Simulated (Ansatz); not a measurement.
Computed with Ansatz 0.2.0, DFT PBE, scalar-relativistic, plane waves, PAW. All cells share a 420 eV cutoff and Γ-centred k meshes spaced at most about 0.3 Å⁻¹ (about 0.25 or finer for metals, 2π included). Collinear spin in cells that started with moments and kept them past the coarse steps, no spin elsewhere.

All energies are static (0 K, no zero-point motion).

Two relaxed structures of NiGe3:

A. (site moments under 0.1 μB)

Space group Pm-3m (No. 221). a = 4.035 Å, b = 4.035 Å, c = 4.035 Å, α = 90.00°, β = 90.00°, γ = 90.00°
```
atom  site  symmetry       x       y       z
  Ni    1a      m-3m  0.0000  0.0000  0.0000
  Ge    3c    4/mm.m  0.0000  0.5000  0.5000
```

B. (site moments under 0.1 μB)

Space group P4/mmm (No. 123). a = 4.085 Å, b = 4.085 Å, c = 3.937 Å, α = 90.00°, β = 90.00°, γ = 90.00°
```csv
atom,site,symmetry,x,y,z
Ni,1a,4/mmm,0.0000,0.0000,0.0000
Ge,2e,mmm.,0.0000,0.5000,0.5000
Ge,1c,4/mmm,0.5000,0.5000,0.0000
```

Question: Which form is favoured at zero pressure, and by what margin per atom?

Answer: They are level within the accuracy (under 1 meV/atom apart). A has the Cu3Au (L1_2) type, space group Pm-3m (No. 221), 16.4 Å³/atom and no gap on its mesh; B has Ni and Ge ordered on fcc sites, space group P4/mmm (No. 123), 16.4 Å³/atom and no gap. Even the lower one lies +0.27 eV/atom against the reference forms of the elements (uncorrected), so neither is stable at this level. In A, around Ni lie 12 Ge at 2.85 Å; Ge is surrounded by 4 Ni at 2.85 Å and 8 Ge at 2.85 Å. In B, Ni is surrounded by 12 Ge at 2.84–2.89 Å; Ge on a site of symmetry mmm has 4 Ni at 2.84 Å and 8 Ge at 2.84–2.89 Å; around Ge on a site of symmetry 4/mmm lie 8 Ge at 2.84 Å and 4 Ni at 2.89 Å. Both come from invented guesses.

For metals, differences of a few meV/atom aren't resolved. Cells relaxed within their symmetry can be saddle points.

The two forms are best read as one structure: B keeps the Cu3Au-type ordering of A and merely compresses it along c while the basal plane expands, at essentially unchanged volume. Their near-degeneracy therefore says little about competing phases, but suggests a soft response to tetragonal shear. The strain splits the Ni–Ge contacts into 2.84 and 2.89 Å, with no resolved gain or loss in energy.

The positive formation energy of +0.27 eV/atom probably reflects the poor fit between germanium and close packing. Elemental Ge gains its cohesion from short, directional sp³ bonds in an open tetrahedral network, whereas here it has only long contacts near 2.85 Å. The Ni–Ge contacts are also long for Ni d–Ge p bonding, so they evidently do not repay that loss. This agrees with the known chemistry, in which the Cu3Au type belongs to nickel-rich Ni3Ge. The result counts against this ordered fcc arrangement, not against NiGe3 in a structure that retains a covalent Ge framework.
